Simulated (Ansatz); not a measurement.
**WSe2: how the settings move a single-point run**

Question: which choices in the input matter for WSe2? The cell is built on a prototype (3R-MoS2 type) and needn't be the phase found in nature.

Method: reference: DFT, HSE06, plane waves, PAW, in Ansatz 0.2.0.

3 further runs of the same task are left out: 1 for a known fault of the program, 2 that didn't finish.

### Step 1. The starting structure

Symmetry: R3m, No. 160, trigonal system. The conventional cell has a = 3.302 Å, b = 3.302 Å, c = 19.739 Å, α = 90.00°, β = 90.00°, γ = 120.00°. Around W (site symmetry 3m) lie 6 Se at 2.53 Å. Se (site symmetry 3m) is surrounded by 3 W at 2.53 Å.

Coordinates:

```cif
data_structure
_symmetry_space_group_name_H-M 'R3m:H'
_symmetry_Int_Tables_number 160
_cell_length_a 3.3021
_cell_length_b 3.3021
_cell_length_c 19.7389
_cell_angle_alpha 90.000
_cell_angle_beta 90.000
_cell_angle_gamma 120.000
_cell_volume 186.40
loop_
_atom_site_label
_atom_site_type_symbol
_atom_site_symmetry_multiplicity
_atom_site_Wyckoff_symbol
_atom_site_fract_x
_atom_site_fract_y
_atom_site_fract_z
_atom_site_occupancy
W1 W 3 a 0.00000 0.00000 0.00002 1
Se1 Se 3 a 0.33333 0.66667 0.24902 1
Se2 Se 3 a 0.66667 0.33333 0.08430 1
```

### Step 2. The reference run

Contents of input.yaml:

```yaml
crystal:
  lattice:
    - [1.6510739566, 0.9532479933, 6.5796479446]
    - [-1.6510739566, 0.9532479933, 6.5796479446]
    - [0.0, -1.9064959866, 6.5796479446]
  atoms:
    - { symbol: W, position: [-1.83143e-05, -1.83143e-05, -1.83143e-05] }
    - { symbol: Se, position: [0.4176504316, 0.4176504316, 0.4176504316] }
    - { symbol: Se, position: [0.2490345494, 0.2490345494, 0.2490345494] }
kpoints:
  mp_grid: { grid: [4, 4, 4] }
hamiltonian:
  xc: hse06
scf:
  occupations: { method: fixed }
  n_extra_bands: 4
output:
  forces: true
  stress: true
  eigenvalues: true
```

The run is started by

```console
$ ansatz run input.yaml --threads 4 --pin off --max-ram 3686MiB --backend cpu --events-out ev --progress --plain --runs-dir out
```

### Step 3. Variant: mp_grid.grid [6, 6, 6], xc r2scan, ecutwfc 500

input.yaml, as its differences from that of step 2:

```diff
@@ -10,5 +10,5 @@
 kpoints:
-  mp_grid: { grid: [4, 4, 4] }
+  mp_grid: { grid: [6, 6, 6] }
 hamiltonian:
-  xc: hse06
+  xc: r2scan
 scf:
@@ -20 +20,3 @@
   eigenvalues: true
+basis:
+  ecutwfc: 500
```

### Step 4. Changing settings: exchange pbe, correlation pbe, coeff 0.5, omega 0.5

input.yaml, as its differences from that of step 2:

```diff
@@ -12,3 +12,3 @@
 hamiltonian:
-  xc: hse06
+  xc: { exchange: pbe, correlation: pbe, exx: { coeff: 0.5, omega: 0.5 } }
 scf:
```

### Step 5. Changed: exchange pbe, correlation pbe, coeff 0.35, omega 0.1

input.yaml, as its differences from that of step 2:

```diff
@@ -12,3 +12,3 @@
 hamiltonian:
-  xc: hse06
+  xc: { exchange: pbe, correlation: pbe, exx: { coeff: 0.35, omega: 0.1 } }
 scf:
```

Before running it: what results should come out? Wanted: for each run, ending; energy change; pressure; gap; force.

As calculated:

| run | ending | energy change | pressure (GPa) | gap (eV) | force (eV/Å) | cycles | time |
| --- | --- | --- | --- | --- | --- | --- | --- |
| reference | converged | - | -1.2 | 1.90 | 0.31 | 21 | 52 s |
| 1: mp_grid.grid [6, 6, 6], xc r2scan, ecutwfc 500 | converged | not comparable | 1.3 | 1.21 | 0.03 | 7 | 7 s |
| 2: exchange pbe, correlation pbe, coeff 0.5, omega 0.5 | converged | not comparable | -2.8 | 1.77 | 0.54 | 24 | 64 s |
| 3: exchange pbe, correlation pbe, coeff 0.35, omega 0.1 | converged | not comparable | -3.2 | 2.51 | 0.55 | 24 | 46 s |

Residual by cycle in the longest SCF loop of each run; runs are numbered as in the table. The quantity is the density residual dr2, in eV.

| cycle | reference | run 1 | run 2 | run 3 |
| --- | --- | --- | --- | --- |
| 1 | 0.0722 | 0.0167 | 1.1e-5 | 9.5e-6 |
| 2 | 0.185 | 0.00438 | 3.7e-6 | 2.0e-6 |
| 3 | 0.00305 | 7.7e-4 | 1.4e-6 | 9.4e-7 |
| 4 | 4.8e-4 | 2.4e-5 | 3.8e-7 | 1.3e-7 |
| 5 | 7.7e-5 | 9.9e-6 | 6.0e-8 | 7.8e-8 |
| 6 | 3.4e-5 | 1.1e-6 | 1.5e-8 | 1.9e-8 |
| 7 | 7.1e-5 | 6.5e-8 | 7.3e-9 | 8.1e-9 |
| 8 | 1.4e-6 | - | 3.2e-9 | 3.1e-9 |
| 9 | - | - | 5.8e-10 | 1.8e-10 |

**Reading.** The gap of the reference lacks spin-orbit coupling, though the cell holds W.
